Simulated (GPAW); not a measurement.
Runs of GPAW 26.7.0 on AlNi. It takes space group Cmmm (No. 65, orthorhombic). Conventional cell: a = 3.877 Å, b = 3.906 Å, c = 3.099 Å, α = 90.00°, β = 90.00°, γ = 90.00°. Ni (site symmetry mmm) has 8 Al at 2.48 to 2.49 Å and 4 Ni at 2.75 Å as nearest neighbours. Al (site symmetry mmm) is surrounded by 8 Ni at 2.48 to 2.49 Å and 4 Al at 2.75 Å. The cell comes from a database or a generator and needn't be the stable form of this composition.

```csv
task,level,potentials or basis,cell,k mesh,band path,band points,mesh quality,gap on the mesh (eV),pressure (GPa),moment (μB)
band structure,LDA,"the program's PAW data sets (release 1.2.1) made for this functional, pw",as given,6 × 6 × 6,"GXSRAZGYX1A1TY,ZT",80,coarse,-,(a),0.00
single point,PBEsol,"PAW data sets generated in the run's folder for this functional, pw",as given,10 × 10 × 9,-,-,not flagged,none,1.7,0.00
band structure,PBEsol,"PAW data sets generated in the run's folder for this functional, pw",as given,6 × 6 × 6,"GXSRAZGYX1A1TY,ZT",80,coarse,-,1.5,0.00
single point,PBEsol,"PAW data sets generated in the run's folder for this functional, pw","atoms moved at random, drawn with an rms of 0.05 Å",10 × 10 × 9,-,-,not flagged,none,2.1,0.00
```

Alike in all rows: spin collinear, ferromagnetic start; cutoff (eV) 600; smearing fermi-dirac 0.05 eV.

Q: Estimate the missing entries.

A: (a) -4.3.

Caveats: some runs use coarse meshes; the stock nickel data set gives pressures a few GPa off other programs.

A gap of «none» marks a metal or a gap under the smearing width.
